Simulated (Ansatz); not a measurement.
BP under changes of volume

One of the cells (11.682 Å³/atom); the others are scaled copies at fixed shape and fractional positions:

```
CELL_PARAMETERS angstrom
0.00000 2.26900 2.26900
2.26900 0.00000 2.26900
2.26900 2.26900 0.00000
ATOMIC_POSITIONS crystal
P 0.75000 0.75000 0.75000
B 0.00000 0.00000 0.00000
```

```yaml
Program: Ansatz 0.2.0
Functional: PBE
Potentials_or_basis: all-electron LAPW, scalar-relativistic
Cutoff: 309 eV (chosen from the basis error)
Basis_error_allowed: 0.0005 eV/atom
k_mesh: 10 × 10 × 10
Occupations: fermi-dirac, width 0.05 eV
Spin: no spin polarisation
```

```csv
volume (Å³/atom),energy over the lowest point (meV/atom),pressure (GPa),gap on the mesh (eV)
10.981,28.77,12.6,1.16
11.214,13.49,8.4,1.19
11.448,?,?,?
11.682,0.00,1.1,1.25
11.915,0.77,-2.1,1.27
12.149,5.94,-5.0,1.30
12.383,15.12,-7.6,1.32
```

Task: What does the run at 11.448 Å³/atom give?

Result: Energy over the lowest point 4.08 meV/atom; pressure 4.6 GPa; gap on the mesh 1.22 eV.

Worked out: A Birch-Murnaghan fit of order 3 (a polynomial in V^(-2/3)) to the other rows has its minimum at 11.76 Å³/atom with B0 = V·E''(V) = 162 GPa and B' = 3.9. It gives 4.06 meV/atom at 11.448 Å³/atom, against the run's 4.08, and -dE/dV = 4.6 GPa, against 4.6. A straight line through the other rows of the gap, of slope 1.34 eV per unit of ln V, gives 1.22 eV, against the run's 1.22.

Energies are extrapolated to zero smearing.

A mesh can miss the band edges.
